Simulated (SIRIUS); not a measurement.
# AgCl (Chlorargyrite) (Fm-3m) in SIRIUS: reference runs

Reference runs on AgCl (Chlorargyrite): the cell as given, and energy against volume gives the equilibrium volume and stiffness.

All numbers are computed with SIRIUS 7.10.0; they aren't measurements. Logs are shortened: lines on timing, memory, paths and dates and some standing lists are left out, and cuts for length are marked. The log counts tension as positive stress, the text compression.

**What was measured.**

From a printed reference work, data compilation, for a bulk crystal of AgCl: band gap 3.249 eV (indirect).

How close the calculation comes is told below.

## (1) The crystal as given

The structure is cubic, space group Fm-3m (No. 225). Conventional cell: a = 5.470 Å, b = 5.470 Å, c = 5.470 Å, α = 90.00°, β = 90.00°, γ = 90.00°. Ag (site symmetry m-3m) is surrounded by 6 Cl at 2.73 Å. Around Cl (site symmetry m-3m) lie 6 Ag at 2.73 Å.

## (2) Single point, PBE

Input file sirius.json:

```json
{
  "control": {
    "processing_unit": "cpu",
    "verbosity": 2,
    "num_bands_to_print": 21,
    "print_forces": true,
    "print_stress": true
  },
  "parameters": {
    "electronic_structure_method": "pseudopotential",
    "xc_functionals": ["XC_GGA_X_PBE", "XC_GGA_C_PBE"],
    "gk_cutoff": 9.1,
    "pw_cutoff": 18.2,
    "ngridk": [8, 8, 8],
    "shiftk": [0, 0, 0],
    "smearing": "fermi_dirac",
    "smearing_width": 0.0018374661,
    "num_bands": 21,
    "num_mag_dims": 0,
    "num_dft_iter": 100,
    "energy_tol": 1e-08,
    "density_tol": 1e-06
  },
  "iterative_solver": {
    "type": "davidson",
    "min_tolerance": 1e-09,
    "tolerance_scale": [0.1, 0.25]
  },
  "mixer": {
    "type": "anderson",
    "beta": 0.7,
    "max_history": 8
  },
  "settings": {
    "tol_ne": 1e-10,
    "pseudo_grid_cutoff": 6.5
  },
  "unit_cell": {
    "lattice_vectors": [
      [0.0, 5.168400950851, 5.168400950851],
      [5.168400950851, 0.0, 5.168400950851],
      [5.168400950851, 5.168400950851, 0.0]
    ],
    "atom_coordinate_units": "lattice",
    "atom_types": ["Ag", "Cl"],
    "atom_files": {
      "Cl": "Cl.json",
      "Ag": "Ag.json"
    },
    "atoms": {
      "Ag": [
        [0.0, 0.0, 0.0]
      ],
      "Cl": [
        [0.5, 0.5, 0.5]
      ]
    }
  }
}
```

Potentials or basis: PseudoDojo 0.4.1 PBE standard (scalar relativistic).

On the command line:

```sh
upf_to_json Cl.upf
upf_to_json Ag.upf
OMP_NUM_THREADS=1 sirius.scf --input=sirius.json --output=out.json --task=0
```

What it wrote:

```text
[info] SIRIUS version : 7.10.0
[info] number of MPI ranks           : 1
[info] MPI grid                      : 1 1
[info] maximum number of OMP threads : 1
[fft] FFT context for density and potential
[fft] =====================================
[fft]   comm size                             : 1
[fft]   plane wave cutoff                     : 18.2
[fft]   grid size                             : 45 45 45   total : 91125
[fft]   grid limits                           : -22 22   -22 22   -22 22
[fft]   number of G-vectors within the cutoff : 13995
[fft]   local number of G-vectors             : 13995
[fft]   number of G-shells                    : 766
[fft] FFT context for coarse grid
[fft] =====================================
[fft]   comm size                             : 1
[fft]   plane wave cutoff                     : 18.2
[fft]   grid size                             : 45 45 45   total : 91125
[fft]   grid limits                           : -22 22   -22 22   -22 22
[fft]   number of G-vectors within the cutoff : 13995
[fft]   local number of G-vectors             : 13995
[fft]   number of G-shells                    : 766
[unit cell] lattice vectors
[unit cell]   a1 :       0.0000000000      5.1684009509      5.1684009509
[unit cell]   a2 :       5.1684009509      0.0000000000      5.1684009509
[unit cell]   a3 :       5.1684009509      5.1684009509      0.0000000000
[unit cell] reciprocal lattice vectors
[unit cell]   b1 :      -0.6078461566      0.6078461566      0.6078461566
[unit cell]   b2 :       0.6078461566     -0.6078461566      0.6078461566
[unit cell]   b3 :       0.6078461566      0.6078461566     -0.6078461566
[unit cell] unit cell volume :       276.12046036 [a.u.^3]
[unit cell] 1/sqrt(omega)    :         0.06017980
[unit cell] MT volume        :         0.00000000 ( 0.00%)
[unit cell] IT volume        :       276.12046036 (100.00%)
[unit cell] number of atom types : 2
[unit cell] type id : 0 symbol : Ag mt_radius :  15.370000 num_atoms : 1
[unit cell] type id : 1 symbol : Cl mt_radius :  10.270000 num_atoms : 1
[unit cell] total number of atoms : 2
[unit cell] number of symmetry classes : 2
[unit cell] number of PAW atoms : 0
[unit cell] atom id  type id  class id             position                      vector_field
[unit cell] ------------------------------------------------------------------------------------------
[unit cell]      0        0        0      0.00000   0.00000   0.00000      0.00000   0.00000   0.00000
[unit cell]      1        1        1      0.50000   0.50000   0.50000      0.00000   0.00000   0.00000
[unit cell] atom id         position (Cartesian, a.u.)
[unit cell] ---------------------------------------------
[unit cell]      0       0.000000    0.000000    0.000000
[unit cell]      1       5.168401    5.168401    5.168401
[unit cell] class id : 0 atom id : 0
[unit cell] class id : 1 atom id : 1
[unit cell] minimum bond length:     5.168401
[unit cell] total number of pseudo wave-functions: 14
[sym] space group number   : 225
[sym] international symbol : Fm-3m
[sym] Hall symbol          : -F 4 2 3
[sym] space group transformation matrix :
[sym]   0.0000  0.5000  0.5000
[sym]   0.5000  0.0000  0.5000
[sym]   0.5000  0.5000  0.0000
[sym] space group origin shift :
[sym]   0.0000  0.0000  0.0000
[sym] number of space group operations  : 48
[sym] number of magnetic group operations : 48
[sym] metric tensor error: 0.0000e+00
[sym] rotation matrix error: 5.9875e-17
[sym] symmetry operations
[... list of symmetry operations ...]
[atom type] label          : Ag
[atom type] --------------------------------------------------------------------------------
[atom type] symbol         : Ag
[atom type] name           :
[... 273 lines left out ...]
[diagonalize] ik:    1   -2.977544   -1.637226   -1.637210   -1.637210   -0.238972    0.201811    0.204110    0.204110    0.231701    0.231701    0.240954    0.263911    0.263911    0.385989    0.670389    0.707567    0.707567    0.765128    0.765128    0.798831    0.852542
[diagonalize] ik:    2   -2.977543   -1.637273   -1.637217   -1.637217   -0.232717    0.161817    0.181775    0.181775    0.236811    0.236811    0.246988    0.293839    0.293839    0.435317    0.611471    0.660351    0.660351    0.769498    0.769498    0.794232    0.938882
[diagonalize] ik:    3   -2.977541   -1.637320   -1.637224   -1.637224   -0.226019    0.131475    0.167572    0.167572    0.242148    0.242148    0.253575    0.316721    0.316721    0.470069    0.578667    0.618316    0.618316    0.798097    0.798097    0.805580    0.937465
[diagonalize] ik:    4   -2.977540   -1.637339   -1.637227   -1.637227   -0.223095    0.120282    0.162708    0.162708    0.244430    0.244430    0.256739    0.325626    0.325626    0.477136    0.574497    0.602410    0.602410    0.816670    0.816670    0.830603    0.881243
[diagonalize] ...
[diagonalize] ik:   24   -2.977540   -1.637310   -1.637262   -1.637249   -0.223720    0.147220    0.177967    0.187289    0.233101    0.245145    0.253996    0.257342    0.284403    0.455311    0.597791    0.613573    0.690205    0.750588    0.856947    0.902983    0.905869
[diagonalize] ik:   25   -2.977539   -1.637309   -1.637280   -1.637252   -0.221718    0.153403    0.166030    0.174920    0.238775    0.246388    0.252181    0.263253    0.284521    0.473181    0.586180    0.620228    0.658818    0.782632    0.831430    0.877649    0.941685
[diagonalize] ik:   26   -2.977539   -1.637303   -1.637286   -1.637245   -0.221911    0.145976    0.167574    0.170640    0.243073    0.243497    0.255482    0.260891    0.299484    0.496353    0.563124    0.611759    0.650545    0.787123    0.808394    0.908864    0.942207
[diagonalize] ik:   27   -2.977539   -1.637319   -1.637270   -1.637260   -0.221973    0.158572    0.177269    0.186225    0.234344    0.248921    0.249232    0.250032    0.267802    0.438349    0.611029    0.635317    0.688089    0.780880    0.853381    0.863858    0.911852
[diagonalize] ik:   28   -2.977539   -1.637294   -1.637294   -1.637261   -0.221214    0.161032    0.168514    0.168514    0.247580    0.247580    0.249239    0.249744    0.278710    0.481765    0.614949    0.614949    0.619962    0.823780    0.823780    0.863297    0.922717
[find] Charges and magnetic moments
[find] --------------------------------------------------------------------------------
[find] total charge          : 26.000000
[find] Energy
[find] --------------------------------------------------------------------------------
[find] valence_eval_sum               :     -12.62143045
[find] <rho|V^{XC}>                   :     -23.37684645
[find] <rho|E^{XC}>                   :     -27.68551167
[find] <mag|B^{XC}>                   :       0.00000000
[find] <rho|V^{H}>                    :      99.13797237
[find] one-electron contribution      :     -88.38255637 (Ha),    -176.76511275 (Ry)
[find] hartree contribution           :      49.56898619
[find] xc contribution                :     -27.68551167
[find] ewald contribution             :    -104.94843659
[find] PAW contribution               :       0.00000000
[find] smearing (-TS)                 :      -0.00000008
[find] SCF correction                 :      -0.00000019
[find] Total energy                   :    -171.44751863 (Ha),    -342.89503726 (Ry)
[find] Free energy (E-TS)             :    -171.44751871 (Ha),    -342.89503742 (Ry)
[find] band gap (eV)                  :       0.90651909
[find] Efermi                         :       0.34510122
[find] iteration : 10, RMS : 1.457999083271e-07, energy difference : -2.352180672460e-10
[find] Hartree energy of density residual : 4.689127312384e-12
[find] bands are converged : true
[find] iterative solver converged : true
[find] converged after 11 SCF iterations!
[find] Charges and magnetic moments
[find] --------------------------------------------------------------------------------
[find] total charge          : 26.000000
[find] Energy
[find] --------------------------------------------------------------------------------
[find] valence_eval_sum               :     -12.62143045
[find] <rho|V^{XC}>                   :     -23.37684645
[find] <rho|E^{XC}>                   :     -27.68551167
[find] <mag|B^{XC}>                   :       0.00000000
[find] <rho|V^{H}>                    :      99.13797237
[find] one-electron contribution      :     -88.38255637 (Ha),    -176.76511275 (Ry)
[find] hartree contribution           :      49.56898619
[find] xc contribution                :     -27.68551167
[find] ewald contribution             :    -104.94843659
[find] PAW contribution               :       0.00000000
[find] smearing (-TS)                 :      -0.00000008
[find] SCF correction                 :      -0.00000019
[find] Total energy                   :    -171.44751863 (Ha),    -342.89503726 (Ry)
[find] Free energy (E-TS)             :    -171.44751871 (Ha),    -342.89503742 (Ry)
[find] band gap (eV)                  :       0.90651909
[find] Efermi                         :       0.34510122
[ground_state] === stress tensor components [kbar] ===
[ground_state] === stress_kin ===
[ground_state] -41880.734412   -0.000000   -0.000000
[ground_state]    -0.000000-41880.734412    0.000000
[ground_state]    -0.000000    0.000000-41880.734412
[ground_state] === stress_har ===
[ground_state] -17605.477100   -0.000000    0.000000
[ground_state]    -0.000000-17605.477100    0.000000
[ground_state]     0.000000    0.000000-17605.477100
[ground_state] === stress_ewald ===
[ground_state] 37274.663839    0.000000   -0.000000
[ground_state]     0.00000037274.663839   -0.000000
[ground_state]    -0.000000   -0.00000037274.663839
[ground_state] === stress_vloc ===
[ground_state] 18424.156658    0.000000    0.000000
[ground_state]     0.00000018424.156658   -0.000000
[ground_state]     0.000000   -0.00000018424.156658
[ground_state] === stress_xc ===
[ground_state] -4287.699355   -0.000000    0.000000
[ground_state]    -0.000000-4287.699355    0.000000
[ground_state]     0.000000    0.000000-4287.699355
[ground_state] === stress_core ===
[ground_state] 11826.644080    0.000000   -0.000000
[ground_state]     0.00000011826.644080   -0.000000
[ground_state]    -0.000000   -0.00000011826.644080
[ground_state] === stress_nonloc ===
[ground_state] -3790.205635   -0.000000   -0.000000
[ground_state]    -0.000000-3790.205635    0.000000
[ground_state]    -0.000000    0.000000-3790.205635
[ground_state] === stress_us_nl ===
[ground_state] -3790.205635   -0.000000   -0.000000
[ground_state]    -0.000000-3790.205635    0.000000
[ground_state]    -0.000000    0.000000-3790.205635
[ground_state] === stress_total ===
[ground_state]   -38.651925    0.000000   -0.000000
[ground_state]     0.000000  -38.651925   -0.000000
[ground_state]    -0.000000   -0.000000  -38.651925
[ground_state] ==== total Forces in Ha/bohr =====
[ground_state] atom:    0, force:       0.0000000      0.0000000      0.0000000
[ground_state] atom:    1, force:       0.0000000      0.0000000      0.0000000
[ground_state] ==== ultrasoft contribution from Qij =====
[ground_state] atom:    0, force:       0.0000000      0.0000000      0.0000000
[ground_state] atom:    1, force:       0.0000000      0.0000000      0.0000000
[ground_state] ==== non-local contribution from Beta-projector =====
[ground_state] atom:    0, force:       0.0000000      0.0000000      0.0000000
[ground_state] atom:    1, force:       0.0000000      0.0000000      0.0000000
[ground_state] ==== contribution from local potential =====
[ground_state] atom:    0, force:       0.0000000      0.0000000      0.0000000
[ground_state] atom:    1, force:       0.0000000      0.0000000      0.0000000
[ground_state] ==== contribution from core density =====
[ground_state] atom:    0, force:       0.0000000      0.0000000      0.0000000
[ground_state] atom:    1, force:       0.0000000      0.0000000      0.0000000
[ground_state] ==== Ewald forces from ions =====
[ground_state] atom:    0, force:       0.0000000      0.0000000      0.0000000
[ground_state] atom:    1, force:       0.0000000      0.0000000      0.0000000
[~DFT_ground_state] local op. applied: 16176
[~DFT_ground_state] evp. work count: 3108.6
[~DFT_ground_state] number of iterative solver steps: 1137
```

It took 43 s on 1 thread of Arm Neoverse V2, shared host; peak memory 0.33 GiB.

Results:

```
Free energy            : -4665.3247 eV
Pressure               : 3.9 GPa
Band gap on the k mesh : 0.91 eV
```

## (3) Single point, PBE, 19.23 Å³/atom (volume scaled by 0.94)

Edit sirius.json of step 2 so:

```diff
@@ -39,6 +39,7 @@
     "lattice_vectors": [
-      [0.0, 5.168400950851, 5.168400950851],
-      [5.168400950851, 0.0, 5.168400950851],
-      [5.168400950851, 5.168400950851, 0.0]
+      [0.0, 0.707106781187, 0.707106781187],
+      [0.707106781187, 0.0, 0.707106781187],
+      [0.707106781187, 0.707106781187, 0.0]
     ],
+    "lattice_vectors_scale": 7.1600130424,
     "atom_coordinate_units": "lattice",
```

Potentials or basis: PseudoDojo 0.4.1 PBE standard (scalar relativistic).

On the command line:

```sh
upf_to_json Cl.upf
upf_to_json Ag.upf
OMP_NUM_THREADS=1 sirius.scf --input=sirius.json --output=out.json --task=0
```

It took 41 s on 1 thread of Arm Neoverse V2, shared host; peak memory 0.32 GiB.

Results (log left out):

- Free energy: -4665.2325 eV
- Pressure: 8.3 GPa
- Band gap on the k mesh: 0.91 eV

## (4) Single point, PBE, 19.64 Å³/atom (volume scaled by 0.96)

Edit sirius.json of step 3 so:

```diff
@@ -43,3 +43,3 @@
     ],
-    "lattice_vectors_scale": 7.1600130424,
+    "lattice_vectors_scale": 7.2104373308,
     "atom_coordinate_units": "lattice",
```

On the command line:

```sh
upf_to_json Cl.upf
upf_to_json Ag.upf
OMP_NUM_THREADS=1 sirius.scf --input=sirius.json --output=out.json --task=0
```

Run time: 42 s. Hardware: 1 thread of Arm Neoverse V2, shared host; peak memory 0.38 GiB.

It converged, with:

* Free energy: -4665.2709 eV
* Pressure: 6.6 GPa
* Band gap on the k mesh: 0.91 eV

[end of part 1 of 2]
